Q: These seven runs relax the same piece of aluminium. How would I notice that one of the methods has failed, without looking up a benchmark?

A: Start with the volume change, which is counted from a cell close to the room-temperature crystal. The relaxed lengths are edges of the one-atom cell. In every row they stay equal and the angles between them stay at 60°, so the crystal only swells or shrinks.

Full cell relaxations of fcc aluminium (one-atom cell) in VASP 6.6.1 with hybrid functionals and Hartree–Fock, without spin polarisation or dispersion correction. All runs use PBE PAW potentials, a 600 eV cutoff, a 6 × 6 × 6 k mesh and Fermi–Dirac smearing of 0.05 eV. Volume changes are relative to the starting cell of 16.60 Å³ per atom.

```
functional  volume change (%)  relaxed length a (Å)
     B3LYP              2.810                 2.890
        HF             23.480                 3.072
     HSE03             -0.940                 2.854
     HSE06             -1.380                 2.850
    HSEsol             -2.460                 2.840
      PBE0             -1.760                 2.847
   PBEsol0             -2.480                 2.840
```

Q: Hartree–Fock, the row HF, swells by 23 %. Is everything else fine?

A: That swelling is a failure by any standard. The density falls to 1/1.2348 = 0.81 of its starting value, an error of 19 %. B3LYP is also suspicious, with an expansion of 2.8 %. The other five rows shrink by 1 to 2.5 %, which I would not call an error, because the runs leave out thermal and zero-point expansion while the starting cell contains them. The k mesh is coarse too, so I would not rank these five by their small differences.

Q: Could the HF run simply have stopped in a bad place?

A: Its remaining pressure is close to zero, so it did reach its own equilibrium at these settings. After so large a change of volume, a restart from the final cell and a finer k mesh would be needed to tell how much of the swelling belongs to Hartree–Fock itself. A second symptom comes from the orbital energies of the same runs. Take the occupied band width, the distance from the lowest valence level up to the Fermi energy. It is 17.0 eV in HF and 13.3 eV in HSE06, whereas experiment gives roughly 11 eV, a recalled round figure.

Q: Why is a wide band suspicious? The HF cell is different, after all.

A: The different cell makes it worse. Aluminium's three valence electrons behave much like free electrons, and free electrons in a larger volume have a narrower band. Going from the HSE06 cell to the HF cell should therefore cost 1.6 eV of width. Instead the width grows by 3.7 eV, so something in the method itself must stretch the band.

Q: What stretches it?

A: Exact exchange with the bare Coulomb force. Exchange lowers an electron's energy through its partners of equal spin, and most strongly through partners of similar wavevector. A state at the bottom of the band sits at the centre of the Fermi sphere, with occupied partners on all sides. A state at the Fermi level sits on the surface and has partners on one side only. In a uniform electron gas the bottom is lowered exactly twice as much as the Fermi level, and the difference widens the band.

Q: Can you put a number on that?

A: Yes, with only the volume per atom V and the exact-exchange fraction a as input. The radius of the Fermi sphere, kF, follows from three electrons per atom:

kF = (9π²/V)^(1/3)
width = (ħ²/2m) kF² + a e² kF/π

The first term is the free-electron width and the second is the exchange broadening. The local part of a functional adds no width in a uniform gas, since it shifts all levels alike. For HF, a = 1 and the cubic edge is 4.344 Å, with four atoms in the cube:

V = 4.344³/4 = 20.5 Å³
kF = (88.8/20.5)^(1/3) = 1.63 Å⁻¹
width = 3.81 × 1.63² + 14.4 × 1.63/π = 10.1 + 7.5 = 17.6 eV

The run gives 17.0 eV, so the estimate is 4 % too high relative to the computed width. No constant was adjusted to this row or to any other.

Q: Does the same formula work for the hybrids, which contain only part of the exact exchange?

A: It does, to about 0.13 eV on average over the six of them, whereas free electrons alone miss by 1.7 eV. The three HSE functionals need one more ingredient: they keep exact exchange only at short range, which shortens kF in the second term by a known amount. If that is ignored, the miss for these three rises from 0.09 to 0.6 eV. The output below lists the estimate for each row.

Q: Then why is the HF row off by 0.6 eV?

A: I can't assign that a cause. The formula leaves out the pull of the ions on the electrons, which can be expected to change a width by some tenths of an eV. The closer match of the hybrids may therefore owe something to cancelling errors. PBE0 and PBEsol0 have the same exchange fraction and nearly the same cell, yet their widths differ by 0.2 eV. Nearly all of that lies in the lowest level, since the Fermi energies agree to within 0.01 eV. The likely reason is that the two runs treat the divergence of the Coulomb force at long range differently, which matters on a coarse mesh. HF carries four times as much exact exchange, so an uncertainty of several tenths of an eV is plausible there. The direction doesn't fit, however: PBE0 uses the same treatment as HF, and its estimate is too low, not too high. The runs therefore don't show that this treatment causes the HF miss.

Q: You have explained the wide band. Why does the crystal swell?

A: In a real metal the electrons avoid one another more than exchange alone demands, and they screen the Coulomb force. That is correlation, and HF has none of it. For the band, this means that the exchange broadening acts at full strength. For the volume, it means that a binding contribution is missing: correlation lowers the energy more in a dense electron gas than in a dilute one, so it pulls the crystal together.

Q: Is the missing pull large enough to account for 23 %?

A: For part of it. HF gains 0.116 eV per atom by expanding from the starting cell. A rough uniform-gas formula says that the correlation energy would lose about 0.11 eV over the same expansion. If you add it to the HF energy, the two end points become nearly equal, and a smooth energy curve then has its minimum between them. If the curve is roughly symmetric, that minimum lies near the middle, so local correlation would be expected to remove about half of the swelling. The other half may come from the uneven electron density, from atomic cores prepared for PBE or from the coarse mesh, because exact exchange converges slowly with the mesh in a metal. These runs don't separate the three.

Q: Does B3LYP fail for the same reason?

A: Its band doesn't set it apart: the width is 1.13 times the free-electron value, the same ratio as in HSE06. Both bands are still about 2 eV wider than the rough experimental figure, a milder form of the HF fault. The expansion isn't a matter of more exact exchange either, because B3LYP contains 20 % and PBE0 25 %, yet the B3LYP volume change lies 4.6 percentage points higher. The difference must sit mainly in the approximate part of the functional. Its LYP correlation is known not to reproduce the uniform electron gas, a poor start for a metal like this one. Its approximate exchange differs from that of PBE0 as well, so the table can't say which of the two expands the cell.

Q: What would you expect for sodium, whose electrons are more dilute?

A: The free-electron width falls as kF², the exchange broadening only as kF. Bare exchange should therefore distort the band of sodium even more, relative to its width. That follows from the formula and has not been calculated here.

Q: So what should I check when I relax a simple metal with such a functional?

A: Check both the volume and the band width, the latter against the free-electron value for the relaxed cell. The width exposes a large share of unscreened exact exchange, and the volume can expose a poor balance of exchange and correlation, once a finer k mesh has confirmed it. HF fails both tests, while B3LYP shows why the width alone is not enough.

The analysis program printed:

```
Volume and band width:
      row  volume change %  cubic edge A  occupied width eV  width over free-electron width
    B3LYP             2.81         4.087               12.9                           1.127
       HF            23.48         4.344              16.96                           1.675
    HSE03            -0.94         4.036              12.97                           1.106
    HSE06            -1.38         4.031              13.27                           1.128
   HSEsol            -2.46         4.016              13.36                           1.127
     PBE0            -1.76         4.026              14.07                           1.193
  PBEsol0            -2.48         4.016              13.86                            1.17
Width model without fitted constants:
      row  free-electron eV  exchange broadening eV  sum eV  sum less computed eV
    B3LYP             11.44                   1.589   13.03                0.1301
       HF             10.13                   7.473    17.6                0.6388
    HSE03             11.73                   1.343   13.08                0.1021
    HSE06             11.77                   1.581   13.35                0.0789
   HSEsol             11.85                   1.589   13.44               0.07843
     PBE0             11.79                   2.016   13.81               -0.2612
  PBEsol0             11.85                   2.021   13.87               0.01095
Rms miss of width model, all rows, eV: 0.2715
Rms miss of width model, six hybrids, eV: 0.1342
Rms miss of free electrons alone, six hybrids, eV: 1.704
Rms miss of width model, three screened hybrids, eV: 0.08716
Rms miss if screening is ignored, three screened hybrids, eV: 0.6097
HF width less HSE06 width, eV: 3.692
HF free-electron width less HSE06 free-electron width, eV: -1.639
HF width less free-electron width, eV: 6.834
B3LYP volume change less PBE0 volume change, percentage points: 4.57
Energy HF gains by expanding from the start, eV per atom: 0.1162
Uniform-gas correlation energy lost in the same expansion, rough, eV per atom: 0.1104
```
